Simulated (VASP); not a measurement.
# TiC (Fm-3m) in VASP: further runs

Aim: see how the results for TiC move with the level of theory and the settings. Levels: PBEsol, PBE. Tasks: single point.

All numbers are computed with VASP 6.6.1; they aren't measurements. Logs are shortened: lines on timing, memory, paths and dates and some standing lists are left out, and cuts for length are marked.

## 1. The structure

It takes space group Fm-3m (No. 225, cubic). Conventional cell: a = 4.331 Å, b = 4.331 Å, c = 4.331 Å, α = 90.00°, β = 90.00°, γ = 90.00°. Around Ti (site symmetry m-3m) lie 6 C at 2.17 Å. Around C (site symmetry m-3m) lie 6 Ti at 2.17 Å.

The cell is a database's computed one.

## 2. Single point, PBEsol

INCAR

```
  PREC = Accurate
  ENCUT = 520
  EDIFF = 1E-7
  ISMEAR = -1
  SIGMA = 0.05
  LREAL = False
  LASPH = True
  NELM = 60
  ALGO = Normal
  ISIF = 2
  LWAVE = False
  LCHARG = False
  GGA = PS
  NBANDS = 15
```

KPOINTS

```
regular mesh
0
Gamma
  11 11 11
```

POSCAR

```
TiC
1.0
    0.0000000000      2.1657188437      2.1657188437
    2.1657188437      0.0000000000      2.1657188437
    2.1657188437      2.1657188437      0.0000000000
Ti C
1 1
Direct
    0.0000000000      0.0000000000      0.0000000000
    0.5000000000      0.5000000000      0.5000000000
```

Potentials or basis: VASP PAW PBE potentials, release 64 (Ti_sv, C).

Run with:

```console
$ cat potpaw_PBE.64/Ti_sv/POTCAR potpaw_PBE.64/C/POTCAR > POTCAR
$ mpirun -np 1 vasp_std > vasp.out
```

OUTCAR:

```text
PREC = Accurate
   ENCUT = 520
   EDIFF = 1E-7
   ISMEAR = -1
   LREAL = False
   LASPH = True
   NELM = 60
   ISIF = 2
   GGA = PS

 ion  position               nearest neighbor table
   1  0.000  0.000  0.000-   2 2.17   2 2.17   2 2.17   2 2.17   2 2.17   2 2.17
   2  0.500  0.500  0.500-   1 2.17   1 2.17   1 2.17   1 2.17   1 2.17   1 2.17

  LATTYP: Found a face centered cubic cell.
 ALAT       =     4.3314376874

  Lattice vectors:

 A1 = (   0.0000000000,   2.1657188437,   2.1657188437)
 A2 = (   2.1657188437,   0.0000000000,   2.1657188437)
 A3 = (   2.1657188437,   2.1657188437,   0.0000000000)

Analysis of symmetry for initial positions (statically):
=====================================================================
 Subroutine PRICEL returns:
 Original cell was already a primitive cell.

 Routine SETGRP: Setting up the symmetry group for a
 face centered cubic supercell.

 Subroutine GETGRP returns: Found 48 space group operations
 (whereof 48 operations were pure point group operations)
 out of a pool of 48 trial point group operations.

The static configuration has the point symmetry O_h .

Analysis of symmetry for dynamics (positions and initial velocities):
=====================================================================
 Subroutine PRICEL returns:
 Original cell was already a primitive cell.

 Routine SETGRP: Setting up the symmetry group for a
 face centered cubic supercell.

 Subroutine GETGRP returns: Found 48 space group operations
 (whereof 48 operations were pure point group operations)
 out of a pool of 48 trial point group operations.

The dynamic configuration has the point symmetry O_h .

 Subroutine INISYM returns: Found 48 space group operations
 (whereof 48 operations are pure point group operations),
 and found     1 'primitive' translations

----------------------------------------------------------------------------------------

                                     Primitive cell

  volume of cell :      20.3159

  direct lattice vectors                    reciprocal lattice vectors
     0.000000000  2.165718844  2.165718844    -0.230870227  0.230870227  0.230870227
     2.165718844  0.000000000  2.165718844     0.230870227 -0.230870227  0.230870227
     2.165718844  2.165718844  0.000000000     0.230870227  0.230870227 -0.230870227

  length of vectors
     3.062788961  3.062788961  3.062788961     0.399878962  0.399878962  0.399878962

  position of ions in fractional coordinates (direct lattice)
     0.000000000  0.000000000  0.000000000
     0.500000000  0.500000000  0.500000000

  ion indices of the primitive-cell ions
   primitive index   ion index
                 1           1
                 2           2

----------------------------------------------------------------------------------------

 KPOINTS: regular mesh

Automatic generation of k-mesh.
 Grid dimensions read from file:
 generate k-points for:   11   11   11

 Generating k-lattice:

  Cartesian coordinates                     Fractional coordinates (reciprocal lattice)
    -0.020988202  0.020988202  0.020988202     0.090909091  0.000000000  0.000000000
     0.020988202 -0.020988202  0.020988202     0.000000000  0.090909091  0.000000000
     0.020988202  0.020988202 -0.020988202     0.000000000  0.000000000  0.090909091

  Length of vectors
     0.036352633  0.036352633  0.036352633

  Shift w.r.t. Gamma in fractional coordinates (k-lattice)
     0.000000000  0.000000000  0.000000000

 Subroutine IBZKPT returns following result:
 ===========================================

 Found     56 irreducible k-points:

 Following reciprocal coordinates:
            Coordinates               Weight
  0.000000  0.000000  0.000000      1.000000
  0.090909  0.000000  0.000000      8.000000
  0.181818  0.000000  0.000000      8.000000
  0.272727  0.000000  0.000000      8.000000
  0.363636  0.000000  0.000000      8.000000
  0.454545  0.000000  0.000000      8.000000
[... 16 lines left out ...]
 -0.272727  0.181818  0.000000     24.000000
 -0.181818  0.181818  0.000000     12.000000
 [... further k-points ...]
   k-points           NKPTS =     56   k-points in BZ     NKDIM =     56   number of bands    NBANDS=     15
   number of dos      NEDOS =    301   number of ions     NIONS =      2
   total plane-waves  NPLWV =  13824
   dimension x,y,z NGX =    24 NGY =   24 NGZ =   24
   dimension x,y,z NGXF=    48 NGYF=   48 NGZF=   48
   ions per type =               1   1
   NGX,Y,Z   is equivalent  to a cutoff of  13.03, 13.03, 13.03 a.u.
   NGXF,Y,Z  is equivalent  to a cutoff of  26.05, 26.05, 26.05 a.u.
 SYSTEM =  unknown system
   PREC   = accura    normal or accurate (medium, high low for compatibility)
   ISTART =      0    job   : 0-new  1-cont  2-samecut
   ICHARG =      2    charge: 1-file 2-atom 10-const
   ISPIN  =      1    spin polarized calculation?
   LNONCOLLINEAR =      F non collinear calculations
   LSORBIT =      F    spin-orbit coupling
   LASPH  =      T    aspherical Exc in radial PAW
   ENCUT  =  520.0 eV  38.22 Ry    6.18 a.u.   5.69  5.69  5.69*2*pi/ulx,y,z
   NELM   =     60;   NELMIN=  2; NELMDL= -5     # of ELM steps
   EDIFF  = 0.1E-06   stopping-criterion for ELM
   LREAL  =      F    real-space projection
   EDIFFG = 0.1E-05   stopping-criterion for IOM
   NSW    =      0    number of steps for IOM
   IBRION =     -1    ionic relax: 0-MD 1-quasi-New 2-CG
   NFREE  =      0    steps in history (QN), initial steepest desc. (CG)
   ISIF   =      2    stress and relaxation
   ISYM   =      2    0-nonsym 1-usesym 2-fastsym
   POTIM  = 0.5000    time-step for ionic-motion
   TEBEG  =    0.0;   TEEND  =   0.0 temperature during run
   PSTRESS=    0.0 pullay stress
   NELECT =      16.0000    total number of electrons
   NUPDOWN=      -1.0000    fix difference up-down
   EMIN   =  10.00;   EMAX   =-10.00  energy-range for DOS
   EFERMI =   0.00;   METHOD = LEGACY
   ISMEAR =    -1;   SIGMA  =   0.05  broadening in eV -4-tet -1-fermi 0-gaus
   EFERMI_NEDOS =   21; number of points for ismear=-14 and -15
   IALGO  =     38    algorithm
   IMIX   =      4    mixing-type and parameters
     AMIX     =   0.40;   BMIX     =  1.00
     AMIX_MAG =   1.60;   BMIX_MAG =  1.00
  volume/ion in A,a.u.               =      10.16        68.55
  Fermi-wavevector in a.u.,A,eV,Ry     =   1.511829  2.856943 31.097854  2.285628
  Thomas-Fermi vector in A             =   2.621834
   LORBIT       =      0    0 simple, 1 ext, 2 COOP (PROOUT), +10 PAW based schemes
   GGA     = PS    functional components
   LHFCALC =     F    Hartree Fock is set to
   AEXX    =    0.0000 exact exchange contribution
   IVDW    =     0    specifies the selected vdW correction
   LEPSILON=     F    determine dielectric tensor
   LRPA    =     F    only Hartree local field effects (RPA)
 non-spin polarized calculation
  energy-cutoff  :      520.00
  volume of cell :       20.32
 maximum number of plane-waves:       560
   NGX = 11   NGY = 11   NGZ = 11

 number of electron      16.0000000 magnetization

 Free energy of the ion-electron system (eV)
  ---------------------------------------------------
  ext. energy  EPLUGINS =         0.00000000
  ---------------------------------------------------
  free energy    TOTEN  =       -19.79297878 eV

  energy without entropy =      -19.79056290  energy(sigma->0) =      -19.79177084

 E-fermi :   9.3572     XC(G=0): -12.8603

 val. band max:        9.2406330938   @ k =   0.4545   0.4545   0.0000
 cond. band min:       9.4439317834   @ k =   0.3636   0.2727   0.0000
 fundamental gap:      0.2032986896
 Fermi energy:         9.3572436469

 k-point     1 :       0.0000    0.0000    0.0000
  band No.  band energies     occupation
      1     -47.0307      2.00000
      2     -23.1571      2.00000
      3     -23.1571      2.00000
      4     -23.1571      2.00000
      5      -3.0661      2.00000
      6       9.9638      0.00001
      7       9.9638      0.00001
      8       9.9638      0.00001
      9      11.0057      0.00000
     10      11.0057      0.00000
     11      11.0057      0.00000
     12      11.0258      0.00000
     13      11.0258      0.00000
     14      19.7774      0.00000
     15      23.2279      0.00000

 k-point     2 :       0.0909    0.0000    0.0000
  band No.  band energies     occupation
      1     -47.0248      2.00000
      2     -23.1989      2.00000
      3     -23.1611      2.00000
      4     -23.1611      2.00000
      5      -2.8785      2.00000
      6       9.1627      1.95993
      7       9.4561      0.24325
      8       9.4561      0.24324
      9      10.3053      0.00000
     10      10.3053      0.00000
     11      11.3852      0.00000
     12      12.5071      0.00000
     13      12.5071      0.00000
     14      20.0979      0.00000
     15      23.2986      0.00000

 k-point     3 :       0.1818    0.0000    0.0000
  band No.  band energies     occupation
      1     -47.0089      2.00000
      2     -23.3096      2.00000
      3     -23.1716      2.00000
      4     -23.1716      2.00000
      5      -2.3405      2.00000
      6       7.7272      2.00000
      7       8.3253      2.00000
      8       8.3253      2.00000
      9      10.6455      0.00000
     10      10.6455      0.00000
     11      11.8130      0.00000
     12      14.0635      0.00000
     13      14.0635      0.00000
     14      20.6155      0.00000
     15      23.3046      0.00000

 k-point     4 :       0.2727    0.0000    0.0000
  band No.  band energies     occupation
      1     -46.9880      2.00000
      2     -23.4517      2.00000
      3     -23.1853      2.00000
      4     -23.1853      2.00000
      5      -1.5223      2.00000
      6       6.1664      2.00000
      7       7.4046      2.00000
      8       7.4046      2.00000
      9      11.1998      0.00000
     10      11.1998      0.00000
     11      12.2470      0.00000
     12      15.5240      0.00000
     13      15.5240      0.00000
     14      20.0932      0.00000
     15      23.8772      0.00000
[... 307 lines left out ...]
 k-point    22 :      -0.3636    0.1818    0.0000
  band No.  band energies     occupation
      1     -46.9504      2.00000
      2     -23.5850      2.00000
      3     -23.3175      2.00000
      4     -23.2178      2.00000
      5       0.0543      2.00000
      6       4.3209      2.00000
      7       6.4379      2.00000
      8       6.6512      2.00000
      9      11.8442      0.00000
     10      12.2041      0.00000
     11      13.1223      0.00000
     12      15.3903      0.00000
     13      17.1816      0.00000
     14      19.6202      0.00000
     15      23.2868      0.00000

 k-point    23 :      -0.2727    0.1818    0.0000
  band No.  band energies     occupation
      1     -46.9632      2.00000
      2     -23.5177      2.00000
      3     -23.3064      2.00000
      4     -23.1959      2.00000
      5      -0.5793      2.00000
      6       5.0640      2.00000
      7       6.7750      2.00000
      8       6.8002      2.00000
      9      11.2995      0.00000
     10      12.2720      0.00000
     11      13.0830      0.00000
     12      14.4574      0.00000
     13      17.2697      0.00000
     14      20.3172      0.00000
     15      22.8710      0.00000

 k-point    24 :      -0.1818    0.1818    0.0000
  band No.  band energies     occupation
      1     -46.9810      2.00000
      2     -23.4351      2.00000
      3     -23.2666      2.00000
      4     -23.1774      2.00000
      5      -1.3308      2.00000
      6       6.0514      2.00000
      7       7.1425      2.00000
      8       7.3443      2.00000
      9      10.8261      0.00000
     10      11.9579      0.00000
     11      12.8874      0.00000
     12      13.6864      0.00000
     13      16.6035      0.00000
     14      21.0482      0.00000
     15      22.7480      0.00000

 [... further k-points ...]

------------------------ aborting loop because EDIFF is reached ----------------------------------------

  FORCE on cell =-STRESS in cart. coord.  units (eV):
  Direction    XX          YY          ZZ          XY          YZ          ZX
  --------------------------------------------------------------------------------------
  -------------------------------------------------------------------------------------
  Total       -0.8193226     -0.8193226     -0.8193226      0.0000000      0.0000000     -0.0000000
  in kB      -64.6143984    -64.6143984    -64.6143984      0.0000000      0.0000000     -0.0000000
  external PRESSURE =     -64.6143984 kB  Pullay stress =       0.0000000 kB

 VOLUME and BASIS-vectors are now :
 -----------------------------------------------------------------------------
  energy-cutoff  :      520.00
  volume of cell :       20.32
      direct lattice vectors                 reciprocal lattice vectors
     0.000000000  2.165718844  2.165718844    -0.230870227  0.230870227  0.230870227
     2.165718844  0.000000000  2.165718844     0.230870227 -0.230870227  0.230870227
     2.165718844  2.165718844  0.000000000     0.230870227  0.230870227 -0.230870227

 POSITION                                       TOTAL-FORCE (eV/Angst)
 -----------------------------------------------------------------------------------
      0.00000      0.00000      0.00000         0.000000      0.000000      0.000000
      2.16572      2.16572      2.16572         0.000000      0.000000      0.000000
 -----------------------------------------------------------------------------------
    total drift:                                0.000000     -0.000000     -0.000000

  FREE ENERGIE OF THE ION-ELECTRON SYSTEM (eV)
  ---------------------------------------------------
  free  energy   TOTEN  =       -19.7929787837 eV

  energy  without entropy=      -19.7905629024  energy(sigma->0) =      -19.79177084
```

It took 14 s on 1 thread of Intel Xeon Platinum 8259CL at 2.50GHz (Skylake/Cascade Lake), shared host; peak memory 0.15 GiB.

Results:

```yaml
Free_energy: -19.7930 eV
Pressure: -6.5 GPa
Band_gap_on_the_k_mesh: none (metal or under the smearing width)
```

Levels at points of the mesh, in eV from the Fermi level:
| k point | band 5 | band 6 | band 7 | band 8 | band 9 | band 10 | band 11 | band 12 |
| --- | --- | --- | --- | --- | --- | --- | --- | --- |
| (0.00, 0.00, 0.00) | -12.42 | 0.61 | 0.61 | 0.61 | 1.65 | 1.65 | 1.65 | 1.67 |

Caveat: the PAW data sets were made with another functional, which shifts forces and pressure a little.

(Part 1 of 2 ends here.)
